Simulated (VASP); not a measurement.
# Sn (Im-3m) in VASP: notebook

The runs below take Sn through single point, with PBEsol.

Program: VASP 6.6.1. These are calculated values, not measurements. Logs are shortened: lines on timing, memory, paths and dates and some standing lists are left out, and cuts for length are marked.

**1. The crystal as given**

Symmetry: Im-3m, No. 229, cubic system. The conventional cell has a = 3.789 Å, b = 3.789 Å, c = 3.789 Å, α = 90.00°, β = 90.00°, γ = 90.00°. Sn (site symmetry m-3m) has 8 Sn at 3.28 Å as nearest neighbours.

This isn't the form of Sn at room conditions, which is tetragonal (white tin).

**2. Single point, PBEsol**

File INCAR:

```
SYSTEM = Sn
PREC = Accurate
ENCUT = 300
EDIFF = 1E-6
ISMEAR = -1
SIGMA = 0.1
LREAL = .False.
LASPH = .True.
NELM = 100
ALGO = Normal
ISIF = 2
LWAVE = .False.
LCHARG = .False.
GGA = PS
NBANDS = 13
ADDGRID = .False.
```

File KPOINTS:

```
Automatic mesh
0
Gamma
  10 10 10
  0 0 0
```

File POSCAR:

```
Sn
1.0
   -1.8946518192      1.8946518192      1.8946518192
    1.8946518192     -1.8946518192      1.8946518192
    1.8946518192      1.8946518192     -1.8946518192
Sn
1
Direct
    0.0000000000      0.0000000000      0.0000000000
```

Potentials or basis: VASP PAW PBE potentials, release 64 (Sn_d).

Run with:

```bash
$ cat potpaw_PBE.64/Sn_d/POTCAR > POTCAR
$ mpirun -np 1 vasp_std > vasp.out
```

OUTCAR:

```text
SYSTEM = Sn
   PREC = Accurate
   ENCUT = 300
   EDIFF = 1E-6
   ISMEAR = -1
   LREAL = .False.
   LASPH = .True.
   NELM = 100
   ISIF = 2
   GGA = PS

 Found     47 irreducible k-points:

 Following reciprocal coordinates:
            Coordinates               Weight
  0.000000  0.000000  0.000000      1.000000
  0.100000  0.000000  0.000000     12.000000
  0.200000  0.000000  0.000000     12.000000
  0.300000  0.000000  0.000000     12.000000
  0.400000  0.000000  0.000000     12.000000
  0.500000  0.000000  0.000000      6.000000
   k-points           NKPTS =     47   k-points in BZ     NKDIM =     47   number of bands    NBANDS=     13
   number of dos      NEDOS =    301   number of ions     NIONS =      1
   total plane-waves  NPLWV =   8000
   dimension x,y,z NGX =    20 NGY =   20 NGZ =   20
   dimension x,y,z NGXF=    40 NGYF=   40 NGZF=   40
   ions per type =               1
   NGX,Y,Z   is equivalent  to a cutoff of  10.13, 10.13, 10.13 a.u.
   NGXF,Y,Z  is equivalent  to a cutoff of  20.26, 20.26, 20.26 a.u.
 SYSTEM =  Sn
   PREC   = accura    normal or accurate (medium, high low for compatibility)
   ISTART =      0    job   : 0-new  1-cont  2-samecut
   ICHARG =      2    charge: 1-file 2-atom 10-const
   ISPIN  =      1    spin polarized calculation?
   LNONCOLLINEAR =      F non collinear calculations
   LSORBIT =      F    spin-orbit coupling
   LASPH  =      T    aspherical Exc in radial PAW
   ENCUT  =  300.0 eV  22.05 Ry    4.70 a.u.   4.63  4.63  4.63*2*pi/ulx,y,z
   NELM   =    100;   NELMIN=  2; NELMDL= -5     # of ELM steps
   EDIFF  = 0.1E-05   stopping-criterion for ELM
   LREAL  =      F    real-space projection
   EDIFFG = 0.1E-04   stopping-criterion for IOM
   NSW    =      0    number of steps for IOM
   IBRION =     -1    ionic relax: 0-MD 1-quasi-New 2-CG
   NFREE  =      0    steps in history (QN), initial steepest desc. (CG)
   ISIF   =      2    stress and relaxation
   ISYM   =      2    0-nonsym 1-usesym 2-fastsym
   POTIM  = 0.5000    time-step for ionic-motion
   TEBEG  =    0.0;   TEEND  =   0.0 temperature during run
   PSTRESS=    0.0 pullay stress
   NELECT =      14.0000    total number of electrons
   NUPDOWN=      -1.0000    fix difference up-down
   EMIN   =  10.00;   EMAX   =-10.00  energy-range for DOS
   EFERMI =   0.00;   METHOD = LEGACY
   ISMEAR =    -1;   SIGMA  =   0.10  broadening in eV -4-tet -1-fermi 0-gaus
   EFERMI_NEDOS =   21; number of points for ismear=-14 and -15
   IALGO  =     38    algorithm
   IMIX   =      4    mixing-type and parameters
     AMIX     =   0.40;   BMIX     =  1.00
     AMIX_MAG =   1.60;   BMIX_MAG =  1.00
  volume/ion in A,a.u.               =      27.20       183.59
  Fermi-wavevector in a.u.,A,eV,Ry     =   1.311902  2.479136 23.416813  1.721087
  Thomas-Fermi vector in A             =   2.442332
   LORBIT       =      0    0 simple, 1 ext, 2 COOP (PROOUT), +10 PAW based schemes
   GGA     = PS    functional components
   LHFCALC =     F    Hartree Fock is set to
   AEXX    =    0.0000 exact exchange contribution
   IVDW    =     0    specifies the selected vdW correction
   LEPSILON=     F    determine dielectric tensor
   LRPA    =     F    only Hartree local field effects (RPA)
 non-spin polarized calculation
  energy-cutoff  :      300.00
  volume of cell :       27.20
 maximum number of plane-waves:       333
   NGX =  9   NGY =  9   NGZ =  9

 number of electron      14.0000035 magnetization

 Free energy of the ion-electron system (eV)
  ---------------------------------------------------
  ext. energy  EPLUGINS =         0.00000000
  ---------------------------------------------------
  free energy    TOTEN  =        -4.22123108 eV

  energy without entropy =       -4.19589644  energy(sigma->0) =       -4.20856376

 E-fermi :   7.8808     XC(G=0): -10.5026

 val. band max:        7.7958312212   @ k =   0.2000   0.2000   0.0000
 cond. band min:       7.8858383543   @ k =   0.3000   0.0000   0.0000
 fundamental gap:      0.0900071332
 Fermi energy:         7.8807887736

 k-point     1 :       0.0000    0.0000    0.0000
  band No.  band energies     occupation
      1     -13.5067      2.00000
      2     -13.5067      2.00000
      3     -13.5067      2.00000
      4     -13.3664      2.00000
      5     -13.3664      2.00000
      6      -3.1773      2.00000
      7      15.8538      0.00000
      8      15.8538      0.00000
      9      15.8538      0.00000
     10      20.0408      0.00000
     11      20.0408      0.00000
     12      20.0408      0.00000
     13      20.6668      0.00000

 k-point     2 :       0.1000    0.0000    0.0000
  band No.  band energies     occupation
      1     -13.5111      2.00000
      2     -13.5005      2.00000
      3     -13.4858      2.00000
      4     -13.3714      2.00000
      5     -13.3672      2.00000
      6      -2.9594      2.00000
      7      14.1274      0.00000
      8      15.0711      0.00000
      9      15.5684      0.00000
     10      18.4541      0.00000
     11      18.7976      0.00000
     12      19.7024      0.00000
     13      21.3908      0.00000

 k-point     3 :       0.2000    0.0000    0.0000
  band No.  band energies     occupation
      1     -13.5229      2.00000
      2     -13.4868      2.00000
      3     -13.4305      2.00000
      4     -13.3817      2.00000
      5     -13.3692      2.00000
      6      -2.3047      2.00000
      7      10.9904      0.00000
      8      13.7074      0.00000
      9      14.8447      0.00000
     10      17.2697      0.00000
     11      17.6440      0.00000
     12      19.8762      0.00000
     13      21.8921      0.00000

 k-point     4 :       0.3000    0.0000    0.0000
  band No.  band energies     occupation
      1     -13.5371      2.00000
      2     -13.4805      2.00000
      3     -13.3857      2.00000
      4     -13.3705      2.00000
      5     -13.3608      2.00000
      6      -1.2176      2.00000
      7       7.8858      0.97476
      8      12.5324      0.00000
      9      14.0696      0.00000
     10      16.4754      0.00000
     11      16.8282      0.00000
     12      20.7532      0.00000
     13      22.5548      0.00000

 k-point     5 :       0.4000    0.0000    0.0000
  band No.  band energies     occupation
      1     -13.5484      2.00000
      2     -13.4857      2.00000
      3     -13.3791      2.00000
      4     -13.3713      2.00000
      5     -13.3031      2.00000
      6       0.2554      2.00000
      7       5.1529      2.00000
      8      11.7713      0.00000
      9      13.5296      0.00000
     10      16.0159      0.00000
     11      16.3438      0.00000
     12      22.0227      0.00000
     13      23.3702      0.00000

 k-point     6 :       0.5000    0.0000    0.0000
  band No.  band energies     occupation
      1     -13.5530      2.00000
      2     -13.4900      2.00000
      3     -13.3750      2.00000
      4     -13.3718      2.00000
      5     -13.2819      2.00000
      6       1.4890      2.00000
      7       3.4932      2.00000
      8      11.5090      0.00000
      9      13.3398      0.00000
     10      15.8658      0.00000
     11      16.1831      0.00000
     12      22.8740      0.00000
     13      23.8815      0.00000

 [... further k-points ...]
[... 5 lines left out ...]
  --------------------------------------------------------------------------------------
  -------------------------------------------------------------------------------------
  Total       -0.4099538     -0.4099538     -0.4099538      0.0000000     -0.0000000      0.0000000
  in kB      -24.1433354    -24.1433354    -24.1433354      0.0000000     -0.0000000      0.0000000
  external PRESSURE =     -24.1433354 kB  Pullay stress =       0.0000000 kB

 VOLUME and BASIS-vectors are now :
 -----------------------------------------------------------------------------
  energy-cutoff  :      300.00
  volume of cell :       27.20
      direct lattice vectors                 reciprocal lattice vectors
    -1.894651819  1.894651819  1.894651819     0.000000000  0.263900731  0.263900731
     1.894651819 -1.894651819  1.894651819     0.263900731  0.000000000  0.263900731
     1.894651819  1.894651819 -1.894651819     0.263900731  0.263900731  0.000000000

 POSITION                                       TOTAL-FORCE (eV/Angst)
 -----------------------------------------------------------------------------------
      0.00000      0.00000      0.00000         0.000000      0.000000      0.000000
 -----------------------------------------------------------------------------------
    total drift:                                0.000000     -0.000000      0.000000

  FREE ENERGIE OF THE ION-ELECTRON SYSTEM (eV)
  ---------------------------------------------------
  free  energy   TOTEN  =        -4.2212310757 eV

  energy  without entropy=       -4.1958964389  energy(sigma->0) =       -4.20856376
```

It took 5.4 s on 1 thread of Intel Xeon Platinum 8375C at 2.90GHz (Ice Lake), shared host; peak memory 0.12 GiB.

The run converged, but some of its settings lie outside the range that counts as converged, so its numbers aren't taken as properties of the crystal.

Results:

| Item | Value |
| --- | --- |
| Free energy | -4.2212 eV |
| Pressure | -2.4 GPa |
| Band gap on the k mesh | none (metal or under the smearing width) |

Caveat: the PAW data sets were made with another functional, which shifts forces and pressure a little.

**3. Single point, PBEsol**

INCAR: that of step 2 with these lines changed.

```diff
@@ -2,3 +2,3 @@
 PREC = Accurate
-ENCUT = 300
+ENCUT = 400
 EDIFF = 1E-6
```

File KPOINTS:

```
Automatic mesh
0
Gamma
  9 9 9
  0 0 0
```

POSCAR is that of step 2.

Potentials or basis: VASP PAW PBE potentials, release 64 (Sn_d).

Run with:

```bash
$ cat potpaw_PBE.64/Sn_d/POTCAR > POTCAR
$ mpirun -np 1 vasp_std > vasp.out
```

OUTCAR:

```text
SYSTEM = Sn
   PREC = Accurate
   ENCUT = 400
   EDIFF = 1E-6
   ISMEAR = -1
   LREAL = .False.
   LASPH = .True.
   NELM = 100
   ISIF = 2
   GGA = PS

 Found     35 irreducible k-points:

 Following reciprocal coordinates:
            Coordinates               Weight
  0.000000  0.000000  0.000000      1.000000
  0.111111  0.000000  0.000000     12.000000
  0.222222  0.000000  0.000000     12.000000
  0.333333  0.000000  0.000000     12.000000
  0.444444  0.000000  0.000000     12.000000
  0.111111  0.111111  0.000000     24.000000
   k-points           NKPTS =     35   k-points in BZ     NKDIM =     35   number of bands    NBANDS=     13
   number of dos      NEDOS =    301   number of ions     NIONS =      1
   total plane-waves  NPLWV =  13824
   dimension x,y,z NGX =    24 NGY =   24 NGZ =   24
   dimension x,y,z NGXF=    48 NGYF=   48 NGZF=   48
   ions per type =               1
   NGX,Y,Z   is equivalent  to a cutoff of  12.16, 12.16, 12.16 a.u.
   NGXF,Y,Z  is equivalent  to a cutoff of  24.32, 24.32, 24.32 a.u.
 SYSTEM =  Sn
   PREC   = accura    normal or accurate (medium, high low for compatibility)
   ISTART =      0    job   : 0-new  1-cont  2-samecut
   ICHARG =      2    charge: 1-file 2-atom 10-const
   ISPIN  =      1    spin polarized calculation?
   LNONCOLLINEAR =      F non collinear calculations
   LSORBIT =      F    spin-orbit coupling
   LASPH  =      T    aspherical Exc in radial PAW
   ENCUT  =  400.0 eV  29.40 Ry    5.42 a.u.   5.35  5.35  5.35*2*pi/ulx,y,z
   NELM   =    100;   NELMIN=  2; NELMDL= -5     # of ELM steps
   EDIFF  = 0.1E-05   stopping-criterion for ELM
   LREAL  =      F    real-space projection
   EDIFFG = 0.1E-04   stopping-criterion for IOM
   NSW    =      0    number of steps for IOM
   IBRION =     -1    ionic relax: 0-MD 1-quasi-New 2-CG
   NFREE  =      0    steps in history (QN), initial steepest desc. (CG)
   ISIF   =      2    stress and relaxation
   ISYM   =      2    0-nonsym 1-usesym 2-fastsym
   POTIM  = 0.5000    time-step for ionic-motion
   TEBEG  =    0.0;   TEEND  =   0.0 temperature during run
   PSTRESS=    0.0 pullay stress
   NELECT =      14.0000    total number of electrons
   NUPDOWN=      -1.0000    fix difference up-down
   EMIN   =  10.00;   EMAX   =-10.00  energy-range for DOS
   EFERMI =   0.00;   METHOD = LEGACY
   ISMEAR =    -1;   SIGMA  =   0.10  broadening in eV -4-tet -1-fermi 0-gaus
   EFERMI_NEDOS =   21; number of points for ismear=-14 and -15
   IALGO  =     38    algorithm
   IMIX   =      4    mixing-type and parameters
     AMIX     =   0.40;   BMIX     =  1.00
     AMIX_MAG =   1.60;   BMIX_MAG =  1.00
  volume/ion in A,a.u.               =      27.20       183.59
  Fermi-wavevector in a.u.,A,eV,Ry     =   1.311902  2.479136 23.416813  1.721087
  Thomas-Fermi vector in A             =   2.442332
   LORBIT       =      0    0 simple, 1 ext, 2 COOP (PROOUT), +10 PAW based schemes
   GGA     = PS    functional components
   LHFCALC =     F    Hartree Fock is set to
   AEXX    =    0.0000 exact exchange contribution
   IVDW    =     0    specifies the selected vdW correction
   LEPSILON=     F    determine dielectric tensor
   LRPA    =     F    only Hartree local field effects (RPA)
 non-spin polarized calculation
  energy-cutoff  :      400.00
  volume of cell :       27.20
 maximum number of plane-waves:       531
 NGX is ok and might be reduce to    24
   NGX = 11   NGY = 11   NGZ = 11

 number of electron      13.9999996 magnetization

 Free energy of the ion-electron system (eV)
  ---------------------------------------------------
  ext. energy  EPLUGINS =         0.00000000
  ---------------------------------------------------
  free energy    TOTEN  =        -4.24173048 eV

  energy without entropy =       -4.22144342  energy(sigma->0) =       -4.23158695

 E-fermi :   7.8117     XC(G=0): -10.5033

 val. band max:        7.7128621191   @ k =   0.2222   0.2222   0.1111
 cond. band min:       7.8194592024   @ k =  -0.3333   0.3333   0.2222
 fundamental gap:      0.1065970833
 Fermi energy:         7.8117467270

 k-point     1 :       0.0000    0.0000    0.0000
  band No.  band energies     occupation
      1     -13.5389      2.00000
      2     -13.5389      2.00000
      3     -13.5389      2.00000
      4     -13.3990      2.00000
      5     -13.3990      2.00000
      6      -3.1773      2.00000
      7      15.8548      0.00000
      8      15.8548      0.00000
      9      15.8548      0.00000
     10      20.0360      0.00000
     11      20.0360      0.00000
     12      20.0360      0.00000
     13      20.6619      0.00000
[... 65 lines left out ...]
 k-point     6 :       0.1111    0.1111    0.0000
  band No.  band energies     occupation
      1     -13.5455      2.00000
      2     -13.5280      2.00000
      3     -13.4672      2.00000
      4     -13.4139      2.00000
      5     -13.4011      2.00000
      6      -2.3695      2.00000
      7      11.6648      0.00000
      8      13.0894      0.00000
      9      14.4865      0.00000
     10      18.0749      0.00000
     11      18.2394      0.00000
     12      19.9652      0.00000
     13      21.8276      0.00000

 [... further k-points ...]
[... 5 lines left out ...]
  --------------------------------------------------------------------------------------
  -------------------------------------------------------------------------------------
  Total       -0.3938414     -0.3938414     -0.3938414     -0.0000000     -0.0000000     -0.0000000
  in kB      -23.1944301    -23.1944301    -23.1944301     -0.0000000     -0.0000000     -0.0000000
  external PRESSURE =     -23.1944301 kB  Pullay stress =       0.0000000 kB

 VOLUME and BASIS-vectors are now :
 -----------------------------------------------------------------------------
  energy-cutoff  :      400.00
  volume of cell :       27.20
      direct lattice vectors                 reciprocal lattice vectors
    -1.894651819  1.894651819  1.894651819     0.000000000  0.263900731  0.263900731
     1.894651819 -1.894651819  1.894651819     0.263900731  0.000000000  0.263900731
     1.894651819  1.894651819 -1.894651819     0.263900731  0.263900731  0.000000000

 POSITION                                       TOTAL-FORCE (eV/Angst)
 -----------------------------------------------------------------------------------
      0.00000      0.00000      0.00000        -0.000000      0.000000      0.000000
 -----------------------------------------------------------------------------------
    total drift:                                0.000000      0.000000      0.000000

  FREE ENERGIE OF THE ION-ELECTRON SYSTEM (eV)
  ---------------------------------------------------
  free  energy   TOTEN  =        -4.2417304845 eV

  energy  without entropy=       -4.2214434213  energy(sigma->0) =       -4.23158695
```

It took 5.7 s on 1 thread of Intel Xeon Platinum 8375C at 2.90GHz (Ice Lake), shared host; peak memory 0.13 GiB.

These settings aren't checked as converged: the numbers below hold their error.

Results:

```yaml
Free_energy: -4.2417 eV
Pressure: -2.3 GPa
Band_gap_on_the_k_mesh: none (metal or under the smearing width)
```

Caveat: the PAW data sets were made with another functional, which shifts forces and pressure a little.

**4. Single point, PBEsol**

INCAR is that of step 3.

File KPOINTS:

```
Automatic mesh
0
Gamma
  10 10 10
  0 0 0
```

POSCAR is that of step 3.

Run with:

```bash
$ cat potpaw_PBE.64/Sn_d/POTCAR > POTCAR
$ mpirun -np 1 vasp_std > vasp.out
```

Wall time 6.5 s (1 thread of Intel Xeon Platinum 8375C at 2.90GHz (Ice Lake), shared host); peak memory 0.13 GiB.

These settings aren't checked as converged: the numbers below hold their error.

What came out:

```yaml
Free_energy: -4.2220 eV
Pressure: -2.1 GPa
Band_gap_on_the_k_mesh: none (metal or under the smearing width)
```

Caveat: the PAW data sets were made with another functional, which shifts forces and pressure a little.

(Continued in part 2 of 2.)
